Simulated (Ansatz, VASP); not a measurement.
**TiTe2 in VASP and in Ansatz**

```
CELL_PARAMETERS angstrom
3.77700 0.00000 0.00000
-1.88850 3.27098 0.00000
0.00000 0.00000 6.49800
ATOMIC_POSITIONS crystal
Te 0.33333 0.66667 0.73720
Te 0.66667 0.33333 0.26280
Ti 0.00000 0.00000 0.00000
```

Alike in both runs: task single point; functional PBE; k mesh 8 × 8 × 4; occupations fermi-dirac, width 0.05 eV; no spin polarisation.

|  | VASP | Ansatz |
| --- | --- | --- |
| version | VASP 6.6.1 | Ansatz 0.2.0 |
| potentials or method | VASP PAW PBE potentials, release 64 (Te, Ti_sv) | PseudoDojo stringent (PBE files) |
| plane-wave cutoff (eV) | 520 | 1450 |
| valence electrons in the cell | 24 | 60 |

|  | VASP | Ansatz | Ansatz less VASP |
| --- | --- | --- | --- |
| gap on the k mesh at the Fermi level (eV) | none | none | - |
| pressure (GPa) | 0.9 | 0.9 | +0.02 |
| largest component of the traceless stress (GPa) | 0.38 | 0.37 | -0.009 |
| rms of the force components (eV/Å) | 0.010 | 0.005 | -0.0054 |

Atom by atom the forces differ by 0.005 eV/Å (rms over components). A gap of «none» marks a metal or a gap that the smearing closes. With one functional, cell and mesh, what is left measures potentials, basis and numerics. The two sets of potentials don't hold the same shells in valence.

Caveats: this functional lacks dispersion, which binds the layers, so the pressure and a relaxed spacing across them are unreliable. Spin-orbit coupling is left out, which matters for the levels of Te.
